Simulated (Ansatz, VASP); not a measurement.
# Cross-check of Li14Br5Cl9 between VASP and Ansatz

Wanted: the spread between two codes on one cell, functional and k mesh. The structure shown is frame 29 of Ansatz's trajectory.

Calculated with Ansatz 0.2.0; plane waves, with VASP 6.6.1 beside it; single point at LDA.

### 1. Starting point

The cell holds 56 atoms: 28 Li, 10 Br and 18 Cl. Its edges and angles: a = 7.448 Å, b = 5.266 Å, c = 26.415 Å, α = 90.0°, β = 83.9°, γ = 90.0°. As first built, before any earlier steps moved the atoms (in the runner's words): rock-salt LiCl (a = 5.2663 A), cell with z along [110], 2 x 1 x 7 periods; the third cell vector is tilted by 0.750 of 1/2[1-10] and lengthened by 0.2 A, so the cell holds one fault; displaced by a Gaussian of 0.01 A; 10 of 28 Cl sites given to Br at random (lattice constant by Vegard's rule between LiCl and LiBr). The structure's axis is c.

### 2. Ansatz: dynamics, LDA

Ansatz runs on its default PAW (the set named soft_2) files.

One frame of this run of dynamics is then solved in both programs, so the motion causes no difference.

input.yaml reads:

```yaml
crystal:
  lattice:
    - [7.44767, 0.0, 0.0]
    - [0.0, 5.2663, 0.0]
    - [2.79288, 0.0, 26.26686]
  atoms:
    - { symbol: Li, position: [0.62979, 0.00218, 0.992] }
    - { symbol: Br, position: [0.72329, 0.0014, 0.07085] }
    - { symbol: Li, position: [0.94731, 0.99891, 0.14148] }
    - { symbol: Cl, position: [0.66925, 0.00223, 0.21221] }
    - { symbol: Li, position: [0.89476, 0.00101, 0.28303] }
    - { symbol: Cl, position: [0.61642, 0.00063, 0.35393] }
    - { symbol: Li, position: [0.83919, 0.00064, 0.42515] }
    - { symbol: Cl, position: [0.56388, 0.00185, 0.49638] }
    - { symbol: Li, position: [0.78948, 0.00041, 0.56668] }
    - { symbol: Cl, position: [0.51201, 0.00094, 0.63754] }
    - { symbol: Li, position: [0.73567, 0.00077, 0.70841] }
    - { symbol: Cl, position: [0.45786, 0.99799, 0.77951] }
    - { symbol: Li, position: [0.68054, 0.9998, 0.85007] }
    - { symbol: Cl, position: [0.4047, 0.00101, 0.92026] }
    - { symbol: Li, position: [0.12955, 0.00418, 0.99257] }
    - { symbol: Br, position: [0.2244, 0.00428, 0.07067] }
    - { symbol: Li, position: [0.44594, 0.00107, 0.14098] }
    - { symbol: Cl, position: [0.16863, 0.00244, 0.2126] }
    - { symbol: Li, position: [0.39299, 0.00086, 0.28323] }
    - { symbol: Br, position: [0.11631, 0.99656, 0.35332] }
    - { symbol: Li, position: [0.33935, 0.00205, 0.42486] }
    - { symbol: Cl, position: [0.06569, 0.99816, 0.49573] }
    - { symbol: Li, position: [0.28786, 0.00032, 0.5666] }
    - { symbol: Cl, position: [0.01302, 0.00087, 0.63782] }
    - { symbol: Li, position: [0.2356, 0.99943, 0.70851] }
    - { symbol: Cl, position: [0.95792, 0.99911, 0.77891] }
    - { symbol: Li, position: [0.17707, 0.99848, 0.84995] }
    - { symbol: Cl, position: [0.90424, 0.99613, 0.92143] }
    - { symbol: Li, position: [0.22641, 0.5052, 0.07052] }
    - { symbol: Cl, position: [0.94995, 0.4995, 0.14101] }
    - { symbol: Li, position: [0.17085, 0.5011, 0.2122] }
    - { symbol: Cl, position: [0.89383, 0.50118, 0.28328] }
    - { symbol: Li, position: [0.11601, 0.49792, 0.35374] }
    - { symbol: Br, position: [0.83795, 0.49807, 0.42484] }
    - { symbol: Li, position: [0.06608, 0.49838, 0.49532] }
    - { symbol: Cl, position: [0.78721, 0.49676, 0.56652] }
    - { symbol: Li, position: [0.01412, 0.49957, 0.63784] }
    - { symbol: Cl, position: [0.73301, 0.50368, 0.70815] }
    - { symbol: Li, position: [0.95785, 0.50033, 0.77933] }
    - { symbol: Cl, position: [0.682, 0.49983, 0.85063] }
    - { symbol: Li, position: [0.90294, 0.50126, 0.92124] }
    - { symbol: Cl, position: [0.62968, 0.50093, 0.99157] }
    - { symbol: Li, position: [0.72459, 0.50282, 0.07082] }
    - { symbol: Br, position: [0.446, 0.50002, 0.14193] }
    - { symbol: Li, position: [0.67046, 0.49862, 0.21185] }
    - { symbol: Br, position: [0.39414, 0.50284, 0.28276] }
    - { symbol: Li, position: [0.61838, 0.49897, 0.3542] }
    - { symbol: Br, position: [0.33882, 0.50279, 0.42484] }
    - { symbol: Li, position: [0.56467, 0.49823, 0.49621] }
    - { symbol: Cl, position: [0.28608, 0.49874, 0.56729] }
    - { symbol: Li, position: [0.51086, 0.49871, 0.6377] }
    - { symbol: Br, position: [0.23414, 0.49958, 0.70849] }
    - { symbol: Li, position: [0.45755, 0.50001, 0.77954] }
    - { symbol: Br, position: [0.17897, 0.50152, 0.85002] }
    - { symbol: Li, position: [0.40358, 0.49745, 0.92088] }
    - { symbol: Br, position: [0.12703, 0.50399, 0.99235] }
kpoints:
  mp_grid: { grid: [1, 2, 1] }
hamiltonian:
  xc: lda
scf:
  occupations: { method: fermi_dirac, width: 0.05 }
output:
  forces: true
md:
  timestep: 1.0
  n_steps: 86
  ensemble: nvt_nose_hoover
  temperature: 600
  initial_velocities: maxwell_boltzmann
  seed: 5597
```

The run is started by

```bash
$ ansatz run input.yaml --threads 4 --pin off --max-ram 8192MiB --backend cpu --events-out ev --progress --plain --runs-dir out
```

Numbers of over 12 decimals in the logs are rounded to 6 here.

What it wrote:

```text
Warning: md: disabling space-group detection — thermal motion breaks the input geometry's symmetry, so no spatial operation reduces the k-mesh or symmetrises the density; time reversal is kept, so that k and −k are solved as one point where they differ and the mesh holds both, and exact exchange and, on two spinor components, a DFT+U term hold to it where the run has them: on two components no moment then forms, and  [...]
Engine: ansatz 0.2.0, x86_64-unknown-linux-gnu
Pseudopotentials: kind: paw
Pseudopotential: Li, paw, valence charge 3, recommended cutoff 420 eV (normal), Li.paw.azcp
Pseudopotential: Br, paw, valence charge 7, recommended cutoff 420 eV (normal), Br.paw.azcp
Pseudopotential: Cl, paw, valence charge 7, recommended cutoff 420 eV (normal), Cl.paw.azcp
Functional definition: SPW92
  exchange = slater_x
  correlation = pw_c
Crystal: 56 atoms, lattice volume = 1030.230 Å³
Basis set: ecut = 420 eV, 20203 PW (Γ)
Bands: 196, of which v1, the nominal top of the filled ones, is band 140 counted from 1 (139 counted from 0)
Symmetry: 1 space group operations
k-points: 2
Non-local potential: Li, projectors of the file, l = 0: 3, l = 1: 2, l = 2: 1
Non-local potential: Br, projectors of the file, l = 0: 2, l = 1: 2, l = 2: 2
Non-local potential: Cl, projectors of the file, l = 0: 2, l = 1: 2, l = 2: 2
PAW form: soft (Blöchl's): semilocal exchange-correlation on the pseudo side does not see the compensation charge
PAW frozen core: Br, regenerated for the run's functional, and the local potential with it (the file was generated under x = pbe(κ = 0.804, μ = 0.219515), c = pbe(β = 0.066725))
PAW frozen core: Cl, regenerated for the run's functional, and the local potential with it (the file was generated under x = pbe(κ = 0.804, μ = 0.219515), c = pbe(β = 0.066725))
PAW one-centre angular grid: Li, 110 points (default); XC on 64 Gauss nodes
PAW one-centre angular grid: Br, 110 points (default); XC on 64 Gauss nodes
PAW one-centre angular grid: Cl, 110 points (default); XC on 64 Gauss nodes
Initial density: superposition of atomic densities (neutral atoms: chi_scale 0, normalization atom), corrected by the library's trained network
Initial wavefunctions: pseudopotential atomic-orbital guess
Functional: x = slater, c = lda
SCF iter   1: F=—  HF=-51472.102676 eV  |F-HF|=—  |Δ(HF+E_count)|=         —  Δρ=5.99e-3  dr2=2.09e-1  ethr=1.77e-3  ⟨swp⟩=10.0  Hψ=2180  notcnv=0  defer=64
preconditioner: auto → Resta (q_TF=auto, 2.196 Å⁻¹)  ε∞=3.1  [insulator: Δε(μ)=5.084 eV  Ē_g=12.070 eV  σ=0.050 eV  W_gap=1.00  n_scr=186 (ndim 8)  ℏωp=17.3 eV  f_vac=0.000  D(μ)=0.00/eV (n_scr^D=0)  ε∞_Penn≈3.1]
SCF iter   2: F=—  HF=-51471.957494 eV  |F-HF|=—  |Δ(HF+E_count)|=   1.45e-1  Δρ=2.99e-3  dr2=5.33e-2  ethr=7.48e-5  ⟨swp⟩=2.0  Hψ=692  notcnv=0  defer=88
SCF iter   3: F=—  HF=-51471.926781 eV  |F-HF|=—  |Δ(HF+E_count)|=   3.07e-2  Δρ=4.55e-4  dr2=2.02e-3  ethr=1.90e-5  ⟨swp⟩=2.5  Hψ=572  notcnv=0  defer=88
SCF iter   4: F=—  HF=-51471.926687 eV  |F-HF|=—  |Δ(HF+E_count)|=   9.45e-5  Δρ=9.14e-5  dr2=1.32e-4  ethr=7.22e-7  ⟨swp⟩=2.0  Hψ=469  notcnv=0  defer=88
SCF iter   5: F=—  HF=-51471.926668 eV  |F-HF|=—  |Δ(HF+E_count)|=   1.85e-5  Δρ=2.21e-5  dr2=5.83e-6  ethr=4.72e-8  ⟨swp⟩=2.0  Hψ=462  notcnv=0  defer=88
SCF iter   6: F=—  HF=-51471.926211 eV  |F-HF|=—  |Δ(HF+E_count)|=   4.57e-4  Δρ=5.46e-6  dr2=3.87e-7  ethr=2.08e-9  ⟨swp⟩=2.0  Hψ=538  notcnv=0  defer=97
SCF iter   7: F=-51471.926211 eV  HF=-51471.926211 eV  |F-HF|=4.72e-9  |Δ(HF+E_count)|=   2.23e-8  Δρ=1.01e-6  dr2=1.50e-8  ethr=2.00e-11  ⟨swp⟩=5.0  Hψ=1335  notcnv=0
SCF 1 converged in 7 iterations: F = -51471.926211 eV  dr2 = 1.50e-8
  greatest PAW one-centre occupation: 1.000 electrons in one spin orbital (limit 2), on the Li atom at site 28 (counted from 0), in its partial waves of l = 0
md step     0: t =     0.00 fs  T =   600.0 K  F+E_penalty+E_count = -51471.92621088 eV  E_kin = 4.265580 eV  conserved = -51467.66063092 eV  (7 SCF iters)
[...]
md step    61: t =    61.00 fs  T =   352.8 K  F+E_penalty+E_count = -51469.97854937 eV  E_kin = 2.508386 eV  conserved = -51467.66055693 eV  (3 SCF iters)
md step    62: t =    62.00 fs  T =   351.0 K  F+E_penalty+E_count = -51469.95571993 eV  E_kin = 2.495200 eV  conserved = -51467.66052044 eV  (3 SCF iters)
md step    63: t =    63.00 fs  T =   348.7 K  F+E_penalty+E_count = -51469.92985386 eV  E_kin = 2.479109 eV  conserved = -51467.66047838 eV  (2 SCF iters)
md step    64: t =    64.00 fs  T =   346.1 K  F+E_penalty+E_count = -51469.90154060 eV  E_kin = 2.460685 eV  conserved = -51467.66043186 eV  (2 SCF iters)
md step    65: t =    65.00 fs  T =   343.3 K  F+E_penalty+E_count = -51469.87143598 eV  E_kin = 2.440566 eV  conserved = -51467.66038298 eV  (3 SCF iters)
md step    66: t =    66.00 fs  T =   340.3 K  F+E_penalty+E_count = -51469.84024659 eV  E_kin = 2.419446 eV  conserved = -51467.66033334 eV  (2 SCF iters)
md step    67: t =    67.00 fs  T =   337.3 K  F+E_penalty+E_count = -51469.80871142 eV  E_kin = 2.398053 eV  conserved = -51467.66028295 eV  (3 SCF iters)
md step    68: t =    68.00 fs  T =   334.4 K  F+E_penalty+E_count = -51469.77758144 eV  E_kin = 2.377129 eV  conserved = -51467.66023267 eV  (2 SCF iters)
md step    69: t =    69.00 fs  T =   331.6 K  F+E_penalty+E_count = -51469.74759802 eV  E_kin = 2.357411 eV  conserved = -51467.66018464 eV  (3 SCF iters)
md step    70: t =    70.00 fs  T =   329.1 K  F+E_penalty+E_count = -51469.71947070 eV  E_kin = 2.339603 eV  conserved = -51467.66014050 eV  (6 SCF iters)
md step    71: t =    71.00 fs  T =   326.9 K  F+E_penalty+E_count = -51469.69385611 eV  E_kin = 2.324362 eV  conserved = -51467.66010155 eV  (3 SCF iters)
md step    72: t =    72.00 fs  T =   325.2 K  F+E_penalty+E_count = -51469.67133875 eV  E_kin = 2.312276 eV  conserved = -51467.66006860 eV  (2 SCF iters)
md step    73: t =    73.00 fs  T =   324.1 K  F+E_penalty+E_count = -51469.65241517 eV  E_kin = 2.303847 eV  conserved = -51467.66004133 eV  (3 SCF iters)
md step    74: t =    74.00 fs  T =   323.4 K  F+E_penalty+E_count = -51469.63748207 eV  E_kin = 2.299481 eV  conserved = -51467.66002026 eV  (2 SCF iters)
md step    75: t =    75.00 fs  T =   323.4 K  F+E_penalty+E_count = -51469.62682927 eV  E_kin = 2.299474 eV  conserved = -51467.66000634 eV  (3 SCF iters)
md step    76: t =    76.00 fs  T =   324.1 K  F+E_penalty+E_count = -51469.62063794 eV  E_kin = 2.304019 eV  conserved = -51467.66000014 eV  (2 SCF iters)
md step    77: t =    77.00 fs  T =   325.4 K  F+E_penalty+E_count = -51469.61898315 eV  E_kin = 2.313202 eV  conserved = -51467.66000049 eV  (3 SCF iters)
md step    78: t =    78.00 fs  T =   327.3 K  F+E_penalty+E_count = -51469.62184067 eV  E_kin = 2.327013 eV  conserved = -51467.66000484 eV  (2 SCF iters)
md step    79: t =    79.00 fs  T =   329.9 K  F+E_penalty+E_count = -51469.62909705 eV  E_kin = 2.345348 eV  conserved = -51467.66001357 eV  (3 SCF iters)
md step    80: t =    80.00 fs  T =   333.1 K  F+E_penalty+E_count = -51469.64056178 eV  E_kin = 2.368024 eV  conserved = -51467.66002677 eV  (6 SCF iters)
md step    81: t =    81.00 fs  T =   336.9 K  F+E_penalty+E_count = -51469.65598057 eV  E_kin = 2.394797 eV  conserved = -51467.66004238 eV  (2 SCF iters)
md step    82: t =    82.00 fs  T =   341.2 K  F+E_penalty+E_count = -51469.67504858 eV  E_kin = 2.425368 eV  conserved = -51467.66006021 eV  (3 SCF iters)
md step    83: t =    83.00 fs  T =   345.9 K  F+E_penalty+E_count = -51469.69742311 eV  E_kin = 2.459396 eV  conserved = -51467.66008053 eV  (2 SCF iters)
md step    84: t =    84.00 fs  T =   351.2 K  F+E_penalty+E_count = -51469.72273474 eV  E_kin = 2.496515 eV  conserved = -51467.66010138 eV  (3 SCF iters)
md step    85: t =    85.00 fs  T =   356.8 K  F+E_penalty+E_count = -51469.75059669 eV  E_kin = 2.536337 eV  conserved = -51467.66012125 eV  (2 SCF iters)
[...]
md step    86: t =    86.00 fs  T =   362.7 K  F+E_penalty+E_count = -51469.78061258 eV  E_kin = 2.578462 eV  conserved = -51467.66014095 eV  (6 SCF iters)
SCF converged after 6 iterations
Free energy (F): -51469.780613 eV
Harris-Foulkes:  -51469.780613 eV  (|F-HF|=3.25e-9)
Internal energy: -51469.780613 eV  (E = F + TS)
E sigma→0 (E₀):  -51469.780613 eV
Fermi energy:    4.343343 eV
--- Per-component energies (eV) ---
  E_band       = -2892.901926
  E_kinetic    = 4878.888595
  E_local      = -9698.904625  (includes V_loc(G=0)·N_el)
  E_nonlocal   = 340.251340
  E_hartree    = 2823.716878
  E_xc         = -4836.949734
  E_vxc        = -3648.874690  (∫ρ·V_xc dr)
  E_paw        = -33380.704397  (= ΣΔE_a)
  E_vpaw       = -411.698310  (= ΣTr[D̂ρ^β])
  E_aug_tail   = 0.002165  (compensation charges beyond the density's cutoff)
  E_ewald      = -11601.574797
  E_core_change = 5.493964  (= ΣΔE_core)
  E_smearing   = -0.000000  (= −TS)
  E_closure    = -0.000000  (closes the sum)
  Σ components = -51469.780613   (vs F -51469.780613, Δ=0.00e0)
--- Forces (eV/Å), atoms counted from 1 ---
  atom   1  Li    -0.29474493    -0.03781514    -0.29900206
  atom   2  Br     0.15868974     0.01608655     0.29052984
  atom   3  Li     0.24116109     0.09632424     0.51270968
  atom   4  Cl    -0.28881215     0.29221441    -0.12784368
  atom   5  Li     0.17275399    -0.16664049    -0.32744806
  atom   6  Cl     0.04858209    -0.20209868     0.03802979
  atom   7  Li    -0.10599258     0.03249581     0.25855304
  atom   8  Cl    -0.61894534    -0.04656034    -0.50445581
  atom   9  Li    -0.13594019     0.01578314     0.10824217
  atom  10  Cl    -0.45393081     0.40672769     0.12865731
  atom  11  Li    -0.05158747    -0.05041387    -0.18553775
  atom  12  Cl    -0.36461041    -0.55514907     0.59478079
  atom  13  Li    -0.40949551    -0.00802978     0.05426876
  atom  14  Cl    -0.53141792     0.05455566     0.07106672
  atom  15  Li    -0.31603236    -0.02804199     0.24339082
  atom  16  Br    -0.49260793     0.34592624    -0.55194520
  atom  17  Li    -0.04998054    -0.00600822     0.26331443
  atom  18  Cl    -0.18716334    -0.15184621     0.11558307
  atom  19  Li     0.10463912     0.10976111     0.05308073
  atom  20  Br    -0.08114410     0.02302449    -0.00918578
  atom  21  Li    -0.03807177    -0.09979002     0.01528492
  atom  22  Cl     0.48005837     0.13558491    -0.31206195
  atom  23  Li     0.07410070    -0.26668258    -0.13450783
  atom  24  Cl     0.15909323     0.13921161     0.16644884
[...]
atom  49  Li     0.32798544    -0.00151372     0.12885721
  atom  50  Cl     0.45270698    -0.42429098     0.38761091
  atom  51  Li     0.38962172     0.05529994    -0.06994942
  atom  52  Br    -0.34525733     0.54962114    -0.37397855
  atom  53  Li     0.66673523     0.07525387     0.08299987
  atom  54  Br     0.76485848    -0.18679428     0.20838553
  atom  55  Li     0.48509371    -0.07361390    -0.06077165
  atom  56  Br     0.28838300    -0.04920828     0.17937491
  max |Σ_I F_I| component: 1.36e-4 eV/Å
--- MD trajectory: 86 steps, t = 0.0 → 86.0 fs ---
  final state: T = 362.7 K   F+E_penalty+E_count = -51469.78061258 eV   E_kin = 2.578462 eV
  conserved energy: peak-to-peak 9.728e-4 eV (1.737e-5 eV/atom) over 86.0 fs
```

The column dr2 measures how far the density is from self-consistency, as an energy; F and HF (Harris–Foulkes) agree once it is small.

(Continued in part 2 of 2.)

[Lines on the potential files, build, host, timing and source positions are cut from VASP's logs without a mark.]

[Logs are printed without paths, hosts, clocks, repeated set-up lines and the standing remarks that a program may print on its own settings, such as how far it seeks lower states.]

[Hosts, paths, dates, database ids (printed as entryN), source tags and the programs' standing remarks are cut or masked in the printed files.]
